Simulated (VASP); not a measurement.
# Ti (Fm-3m) in VASP: notebook

One crystal, Ti, is run at these levels: LDA, revTPSS; tasks: relaxation of cell and atoms, single point.

Everything below comes from runs of VASP 6.6.1. Logs are shortened: lines on timing, memory, paths and dates and some standing lists are left out, and cuts for length are marked.

## (1) Starting point

It takes space group Fm-3m (No. 225, cubic). Conventional cell: a = 4.060 Å, b = 4.060 Å, c = 4.060 Å, α = 90.00°, β = 90.00°, γ = 90.00°. Ti (site symmetry m-3m) has 12 Ti at 2.87 Å as nearest neighbours.

This isn't the form of Ti at room conditions, which is hcp.

## (2) Relaxation of cell and atoms, LDA

INCAR

```
SYSTEM = Ti
PREC = Accurate ; ENCUT = 600
EDIFF = 1E-7 ; ISMEAR = -1
SIGMA = 0.05 ; LREAL = .FALSE.
LASPH = .TRUE. ; NELM = 60
ALGO = Normal ; ISIF = 3
LWAVE = .FALSE. ; LCHARG = .FALSE.
IBRION = 2 ; NSW = 40
EDIFFG = -0.01
```

KPOINTS

```
regular mesh
0
G
  10 10 10
  0 0 0
```

POSCAR

```
Ti
1.0
    0.0000000000      2.0300000000      2.0300000000
    2.0300000000      0.0000000000      2.0300000000
    2.0300000000      2.0300000000      0.0000000000
Ti
1
Direct
    0.0000000000      0.0000000000      0.0000000000
```

Potentials or basis: VASP PAW LDA potentials, release 64 (Ti_sv).

Run with:

```sh
> cat potpaw_LDA.64/Ti_sv/POTCAR > POTCAR
> mpirun -np 1 vasp_std > vasp.out
```

OUTCAR:

```text
SYSTEM = Ti
   PREC = Accurate
   ENCUT = 600
   EDIFF = 1E-7
   ISMEAR = -1
   LREAL = .FALSE.
   LASPH = .TRUE.
   NELM = 60
   ISIF = 3
   IBRION = 2
   NSW = 40
   EDIFFG = -0.01

 ion  position               nearest neighbor table
   1  0.000  0.000  0.000-

  LATTYP: Found a face centered cubic cell.
 ALAT       =     4.0600000000

  Lattice vectors:

 A1 = (   0.0000000000,   2.0300000000,   2.0300000000)
 A2 = (   2.0300000000,   0.0000000000,   2.0300000000)
 A3 = (   2.0300000000,   2.0300000000,   0.0000000000)

Analysis of symmetry for initial positions (statically):
=====================================================================
 Subroutine PRICEL returns:
 Original cell was already a primitive cell.

 Routine SETGRP: Setting up the symmetry group for a
 face centered cubic supercell.

 Subroutine GETGRP returns: Found 48 space group operations
 (whereof 48 operations were pure point group operations)
 out of a pool of 48 trial point group operations.

The static configuration has the point symmetry O_h .

Analysis of symmetry for dynamics (positions and initial velocities):
=====================================================================
 Subroutine PRICEL returns:
 Original cell was already a primitive cell.

 Routine SETGRP: Setting up the symmetry group for a
 face centered cubic supercell.

 Subroutine GETGRP returns: Found 48 space group operations
 (whereof 48 operations were pure point group operations)
 out of a pool of 48 trial point group operations.

The dynamic configuration has the point symmetry O_h .

 Subroutine INISYM returns: Found 48 space group operations
 (whereof 48 operations are pure point group operations),
 and found     1 'primitive' translations

----------------------------------------------------------------------------------------

                                     Primitive cell

  volume of cell :      16.7309

  direct lattice vectors                    reciprocal lattice vectors
     0.000000000  2.030000000  2.030000000    -0.246305419  0.246305419  0.246305419
     2.030000000  0.000000000  2.030000000     0.246305419 -0.246305419  0.246305419
     2.030000000  2.030000000  0.000000000     0.246305419  0.246305419 -0.246305419

  length of vectors
     2.870853532  2.870853532  2.870853532     0.426613499  0.426613499  0.426613499

  position of ions in fractional coordinates (direct lattice)
     0.000000000  0.000000000  0.000000000

  ion indices of the primitive-cell ions
   primitive index   ion index
                 1           1

----------------------------------------------------------------------------------------

 KPOINTS: regular mesh

Automatic generation of k-mesh.
 Grid dimensions read from file:
 generate k-points for:   10   10   10

 Generating k-lattice:

  Cartesian coordinates                     Fractional coordinates (reciprocal lattice)
    -0.024630542  0.024630542  0.024630542     0.100000000  0.000000000  0.000000000
     0.024630542 -0.024630542  0.024630542     0.000000000  0.100000000  0.000000000
     0.024630542  0.024630542 -0.024630542     0.000000000  0.000000000  0.100000000

  Length of vectors
     0.042661350  0.042661350  0.042661350

  Shift w.r.t. Gamma in fractional coordinates (k-lattice)
     0.000000000  0.000000000  0.000000000

 Subroutine IBZKPT returns following result:
 ===========================================

 Found     47 irreducible k-points:

 Following reciprocal coordinates:
            Coordinates               Weight
  0.000000  0.000000  0.000000      1.000000
  0.100000  0.000000  0.000000      8.000000
  0.200000  0.000000  0.000000      8.000000
  0.300000  0.000000  0.000000      8.000000
  0.400000  0.000000  0.000000      8.000000
  0.500000  0.000000  0.000000      4.000000
[... 16 lines left out ...]
  0.300000  0.300000  0.000000      6.000000
  0.400000  0.300000  0.000000     24.000000
 [... further k-points ...]
   k-points           NKPTS =     47   k-points in BZ     NKDIM =     47   number of bands    NBANDS=     10
   number of dos      NEDOS =    301   number of ions     NIONS =      1
   total plane-waves  NPLWV =  13824
   dimension x,y,z NGX =    24 NGY =   24 NGZ =   24
   dimension x,y,z NGXF=    48 NGYF=   48 NGZF=   48
   ions per type =               1
   NGX,Y,Z   is equivalent  to a cutoff of  13.90, 13.90, 13.90 a.u.
   NGXF,Y,Z  is equivalent  to a cutoff of  27.80, 27.80, 27.80 a.u.
 SYSTEM =  Ti
   PREC   = accura    normal or accurate (medium, high low for compatibility)
   ISTART =      0    job   : 0-new  1-cont  2-samecut
   ICHARG =      2    charge: 1-file 2-atom 10-const
   ISPIN  =      1    spin polarized calculation?
   LNONCOLLINEAR =      F non collinear calculations
   LSORBIT =      F    spin-orbit coupling
   LASPH  =      T    aspherical Exc in radial PAW
   ENCUT  =  600.0 eV  44.10 Ry    6.64 a.u.   5.73  5.73  5.73*2*pi/ulx,y,z
   NELM   =     60;   NELMIN=  2; NELMDL= -5     # of ELM steps
   EDIFF  = 0.1E-06   stopping-criterion for ELM
   LREAL  =      F    real-space projection
   EDIFFG = -.1E-01   stopping-criterion for IOM
   NSW    =     40    number of steps for IOM
   IBRION =      2    ionic relax: 0-MD 1-quasi-New 2-CG
   NFREE  =      1    steps in history (QN), initial steepest desc. (CG)
   ISIF   =      3    stress and relaxation
   ISYM   =      2    0-nonsym 1-usesym 2-fastsym
   POTIM  = 0.5000    time-step for ionic-motion
   TEBEG  =    0.0;   TEEND  =   0.0 temperature during run
   PSTRESS=    0.0 pullay stress
   NELECT =      12.0000    total number of electrons
   NUPDOWN=      -1.0000    fix difference up-down
   EMIN   =  10.00;   EMAX   =-10.00  energy-range for DOS
   EFERMI =   0.00;   METHOD = LEGACY
   ISMEAR =    -1;   SIGMA  =   0.05  broadening in eV -4-tet -1-fermi 0-gaus
   EFERMI_NEDOS =   21; number of points for ismear=-14 and -15
   IALGO  =     38    algorithm
   IMIX   =      4    mixing-type and parameters
     AMIX     =   0.40;   BMIX     =  1.00
     AMIX_MAG =   1.60;   BMIX_MAG =  1.00
  volume/ion in A,a.u.               =      16.73       112.91
  Fermi-wavevector in a.u.,A,eV,Ry     =   1.465421  2.769245 29.217967  2.147460
  Thomas-Fermi vector in A             =   2.581280
   LORBIT       =      0    0 simple, 1 ext, 2 COOP (PROOUT), +10 PAW based schemes
   GGA     = CA    functional components
   LHFCALC =     F    Hartree Fock is set to
   AEXX    =    0.0000 exact exchange contribution
   IVDW    =     0    specifies the selected vdW correction
   LEPSILON=     F    determine dielectric tensor
   LRPA    =     F    only Hartree local field effects (RPA)
 conjugate gradient relaxation of ions
 non-spin polarized calculation
  energy-cutoff  :      600.00
  volume of cell :       16.73
 maximum number of plane-waves:       568
   NGX = 11   NGY = 11   NGZ = 11

--------------------------------------- Ionic step        1  -------------------------------------------

 number of electron      12.0000002 magnetization

 Free energy of the ion-electron system (eV)
  ---------------------------------------------------
  ext. energy  EPLUGINS =         0.00000000
  ---------------------------------------------------
  free energy    TOTEN  =        -8.49448749 eV

  energy without entropy =       -8.48290456  energy(sigma->0) =       -8.48869602

------------------------ aborting loop because EDIFF is reached ----------------------------------------

  FORCE on cell =-STRESS in cart. coord.  units (eV):
  Direction    XX          YY          ZZ          XY          YZ          ZX
  --------------------------------------------------------------------------------------
  -------------------------------------------------------------------------------------
  Total       -0.5341964     -0.5341964     -0.5341964     -0.0000000     -0.0000000      0.0000000
  in kB      -51.1556309    -51.1556309    -51.1556309     -0.0000000     -0.0000000      0.0000000
  external PRESSURE =     -51.1556309 kB  Pullay stress =       0.0000000 kB

 VOLUME and BASIS-vectors are now :
 -----------------------------------------------------------------------------
  energy-cutoff  :      600.00
  volume of cell :       16.73
      direct lattice vectors                 reciprocal lattice vectors
     0.000000000  2.030000000  2.030000000    -0.246305419  0.246305419  0.246305419
     2.030000000  0.000000000  2.030000000     0.246305419 -0.246305419  0.246305419
     2.030000000  2.030000000  0.000000000     0.246305419  0.246305419 -0.246305419
[... 36 lines left out ...]
 POSITION                                       TOTAL-FORCE (eV/Angst)
 -----------------------------------------------------------------------------------
      1.97768     -0.00000      1.97768         0.000000      0.000000      0.000000
 -----------------------------------------------------------------------------------
    total drift:                                0.000000      0.000000      0.000000

  FREE ENERGIE OF THE ION-ELECTRON SYSTEM (eV)
  ---------------------------------------------------
  free  energy   TOTEN  =        -8.4996179010 eV

  energy  without entropy=       -8.4892090771  energy(sigma->0) =       -8.49441349

--------------------------------------- Ionic step        3  -------------------------------------------

 number of electron      11.9999999 magnetization

 Free energy of the ion-electron system (eV)
  ---------------------------------------------------
  ext. energy  EPLUGINS =         0.00000000
  ---------------------------------------------------
  free energy    TOTEN  =        -8.50659998 eV

  energy without entropy =       -8.49595142  energy(sigma->0) =       -8.50127570

 E-fermi :   8.8856     XC(G=0): -12.1822

 val. band max:        8.8423325392   @ k =  -0.2000   0.1000   0.0000
 cond. band min:       8.8892931661   @ k =   0.3000   0.0000   0.0000
 fundamental gap:      0.0469606269
 Fermi energy:         8.8855992438

 k-point     1 :       0.0000    0.0000    0.0000
  band No.  band energies     occupation
      1     -47.0053      2.00000
      2     -23.1219      2.00000
      3     -23.1219      2.00000
      4     -23.1219      2.00000
      5       2.6877      2.00000
      6       9.7776      0.00000
      7       9.7776      0.00000
      8       9.7776      0.00000
      9      11.5758      0.00000
     10      11.5758      0.00000

 k-point     2 :       0.1000    0.0000    0.0000
  band No.  band energies     occupation
      1     -46.9884      2.00000
      2     -23.2114      2.00000
      3     -23.1328      2.00000
      4     -23.1328      2.00000
      5       3.0343      2.00000
      6       9.5666      0.00000
      7       9.9001      0.00000
      8       9.9001      0.00000
      9      11.4995      0.00000
     10      11.4995      0.00000
[... 274 lines left out ...]
 k-point    24 :       0.4000    0.3000    0.0000
  band No.  band energies     occupation
      1     -46.8143      2.00000
      2     -23.8033      2.00000
      3     -23.3913      2.00000
      4     -23.3622      2.00000
      5       6.1986      2.00000
      6       7.5014      2.00000
      7      10.0054      0.00000
      8      11.7226      0.00000
      9      12.6461      0.00000
     10      12.7352      0.00000

 [... further k-points ...]

------------------------ aborting loop because EDIFF is reached ----------------------------------------

  FORCE on cell =-STRESS in cart. coord.  units (eV):
  Direction    XX          YY          ZZ          XY          YZ          ZX
  --------------------------------------------------------------------------------------
  -------------------------------------------------------------------------------------
  Total        0.0003026      0.0003026      0.0003026     -0.0000000      0.0000000     -0.0000000
  in kB        0.0303014      0.0303014      0.0303014     -0.0000000      0.0000000     -0.0000000
  external PRESSURE =       0.0303014 kB  Pullay stress =       0.0000000 kB

 VOLUME and BASIS-vectors are now :
 -----------------------------------------------------------------------------
  energy-cutoff  :      600.00
  volume of cell :       16.00
      direct lattice vectors                 reciprocal lattice vectors
    -0.000000000  1.999943971  1.999943971    -0.250007004  0.250007004  0.250007004
     1.999943971 -0.000000000  1.999943971     0.250007004 -0.250007004  0.250007004
     1.999943971  1.999943971  0.000000000     0.250007004  0.250007004 -0.250007004

 POSITION                                       TOTAL-FORCE (eV/Angst)
 -----------------------------------------------------------------------------------
      0.00000      0.00000      0.00000         0.000000      0.000000      0.000000
 -----------------------------------------------------------------------------------
    total drift:                               -0.000000      0.000000     -0.000000

  FREE ENERGIE OF THE ION-ELECTRON SYSTEM (eV)
  ---------------------------------------------------
  free  energy   TOTEN  =        -8.5065999783 eV

  energy  without entropy=       -8.4959514191  energy(sigma->0) =       -8.50127570

 reached required accuracy - stopping structural energy minimisation
```

It took 16 s on 1 thread of Intel Xeon Platinum 8259CL at 2.50GHz (Skylake/Cascade Lake), shared host; peak memory 0.14 GiB.

What came out:

```
Free energy                            : -8.5066 eV
Relaxed volume                         : 16.00 Å³/atom
Relaxed cell                           : a = 2.828 Å, b = 2.828 Å, c = 2.828 Å, α = 60.00°, β = 60.00°, γ = 60.00°
Space group after relaxing (to 0.05 Å) : Fm-3m (No. 225)
Energy gained by relaxing              : 12.1 meV/atom
Ionic steps                            : 3
Pressure after relaxing                : 0.0 GPa
Band gap on the k mesh                 : none (metal or under the smearing width)
```

Step by step:
```tsv
step	energy change (eV)	largest force (eV/Å)	pressure (GPa)	volume (Å³)
1	0.0000	0.0000	-5.12	16.73
2	-0.0051	0.0000	4.38	15.47
3	-0.0121	0.0000	0.00	16.00
```

Final structure:
```
CELL_PARAMETERS angstrom
0.00000 1.99994 1.99994
1.99994 0.00000 1.99994
1.99994 1.99994 0.00000
ATOMIC_POSITIONS crystal
Ti 0.00000 0.00000 0.00000
```

Levels at points of the mesh, in eV from the Fermi level:
```tsv
k point	band 4	band 5	band 6	band 7	band 8	band 9
(0.00, 0.00, 0.00)	-32.01	-6.20	0.89	0.89	0.89	2.69
(0.50, 0.00, 0.00)	-32.12	-2.78	0.74	0.74	0.96	3.92
(0.50, 0.50, 0.00)	-32.32	-2.88	-1.96	3.32	3.89	4.25
```

LDA usually gives volumes a few per cent too small. Zero-point motion and thermal expansion aren't in these numbers.

## (3) Single point, LDA

INCAR

```
PREC = Accurate ; ENCUT = 500
EDIFF = 1E-6 ; ISMEAR = 0
SIGMA = 0.1 ; LREAL = False
LASPH = True ; NELM = 60
ALGO = Normal ; ISIF = 2
LWAVE = False ; LCHARG = False
NBANDS = 8
```

KPOINTS

```
Automatic mesh
0
Gamma
  11 11 11
```

POSCAR: that of step 2 with these lines changed.

```diff
@@ -7,3 +7,3 @@
 1
-Direct
+Cartesian
     0.0000000000      0.0000000000      0.0000000000
```

Potentials or basis: VASP PAW LDA potentials, release 64 (Ti).

Run with:

```sh
> cat potpaw_LDA.64/Ti/POTCAR > POTCAR
> mpirun -np 1 vasp_std > vasp.out
```

It took 5.4 s on 1 thread of Intel Xeon 6975P-C (Granite Rapids), shared host; peak memory 0.12 GiB.

Results (log left out):

| Item | Value |
| --- | --- |
| Free energy | -8.4732 eV |
| Pressure | -6.6 GPa |
| Band gap on the k mesh | none (metal or under the smearing width) |

Levels at points of the mesh, in eV from the Fermi level:
```tsv
k point	band 1	band 2	band 3	band 4	band 5
(0.00, 0.00, 0.00)	-6.04	0.86	0.86	0.86	2.53
```

## (4) Single point, LDA

run.py

```python
from ase.calculators.vasp import Vasp
from ase.dft.bandgap import bandgap
from ase.spacegroup import crystal

atoms = crystal(
    ['Ti'],
    basis=[[0.0, 0.0, 0.0]],
    spacegroup=225,
    setting=1,
    cellpar=[4.06, 4.06, 4.06, 90.0, 90.0, 90.0],
    primitive_cell=True,
)
calc = Vasp(
    directory='calc',
    xc='lda',
    pp='LDA',
    setups='minimal',
    prec='Accurate',
    encut=500,
    ediff=1e-07,
    ismear=0,
    sigma=0.1,
    lreal=False,
    lasph=True,
    nelm=100,
    algo='Fast',
    isif=2,
    lwave=False,
    lcharg=False,
    kpts=[11, 11, 11],
    gamma=True,
)
atoms.calc = calc

print('energy (eV):', atoms.get_potential_energy())
print('free energy (eV):', atoms.get_potential_energy(force_consistent=True))
print('forces (eV/A):')
print(atoms.get_forces())
print('stress (eV/A^3, Voigt):', atoms.get_stress())
print('Fermi level (eV):', calc.get_fermi_level())
gap, top, bottom = bandgap(calc)
print('band gap (eV):', gap, 'from (spin, k, band)', top, 'to', bottom)
```

Run with:

```sh
> python run.py
```

Wall time 10 s (1 thread of Intel Xeon 6975P-C (Granite Rapids), shared host); peak memory 0.12 GiB.

It converged, with:

```yaml
Free_energy: -8.4732 eV
Pressure: -6.6 GPa
Band_gap_on_the_k_mesh: none (metal or under the smearing width)
```

Levels at points of the mesh, in eV from the Fermi level:
```tsv
k point	band 1	band 2	band 3	band 4	band 5	band 6
(0.00, 0.00, 0.00)	-6.04	0.86	0.86	0.86	2.53	2.53
```

(Part 1 of 2 ends here.)
